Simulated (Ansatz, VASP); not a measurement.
One calculation of Hf, two programs

Contents of INCAR:

```
SYSTEM = Hf
  PREC = Accurate
  ENCUT = 520
  EDIFF = 1E-6
  ISMEAR = -1
  SIGMA = 0.05
  LREAL = .False.
  LASPH = .True.
  NELM = 100
  ALGO = Normal
  ISIF = 2
  LWAVE = .False.
  LCHARG = .False.
  GGA = PE
  NBANDS = 17
```

The input KPOINTS:

```
regular mesh
0
Gamma
  13 13 7
  0 0 0
```

File POSCAR:

```
Hf
1.0
    3.1534945994      0.0000000000      0.0000000000
   -1.5767472997      2.7310064337      0.0000000000
    0.0000000000      0.0000000000      4.9894429718
Hf
2
Direct
    0.3333333333      0.6666666667      0.2500000000
    0.6666666667      0.3333333333      0.7500000000
```

Input for Ansatz:

```yaml
crystal:
  lattice:
    - [3.1534945994, 0.0, 0.0]
    - [-1.5767472997, 2.7310064337, 0.0]
    - [0.0, 0.0, 4.9894429718]
  atoms:
    - { symbol: Hf, position: [0.3333333333, 0.6666666667, 0.25] }
    - { symbol: Hf, position: [0.6666666667, 0.3333333333, 0.75] }
kpoints:
  mp_grid: { grid: [13, 13, 7] }
  band_path:
    path:
      - [0.0, 0.0, 0.0]
      - [0.5, 0.0, 0.0]
      - [0.3333333333, 0.3333333333, 0.0]
      - [0.0, 0.0, 0.0]
      - [0.0, 0.0, 0.5]
      - [0.5, 0.0, 0.5]
      - [0.3333333333, 0.3333333333, 0.5]
      - [0.0, 0.0, 0.5]
      - [0.5, 0.0, 0.5]
    npoints: 5
scf:
  occupations: { method: fermi_dirac, width: 0.05 }
hamiltonian:
  xc: pbe
  pseudopotentials: { kind: all_electron, lapw: { basis_error: 0.0005 } }
output:
  forces: true
  stress: true
  eigenvalues: true
```

Change from the starting cell: volume scaled by 0.96.

Alike in both runs: task single point; functional PBE; k mesh 13 × 13 × 7; occupations fermi-dirac, width 0.05 eV; no spin polarisation.

|  | VASP | Ansatz |
| --- | --- | --- |
| version | VASP 6.6.1 | Ansatz 0.2.0 |
| potentials or method | VASP PAW PBE potentials, release 64 (Hf_pv) | all-electron LAPW, scalar-relativistic |
| plane-wave cutoff (eV) | 520 | see its input |

VASP gave:

```
pressure (GPa)                                  : 5.2
largest component of the traceless stress (GPa) : 0.04
```

Task: Which values does Ansatz return?

Result: Pressure (GPa): 5.6; largest component of the traceless stress (GPa): 0.13.

Ansatz ran all-electron here, so the differences hold the error of VASP's frozen core and of both bases.

Spin-orbit coupling is left out, which matters for the levels of Hf.
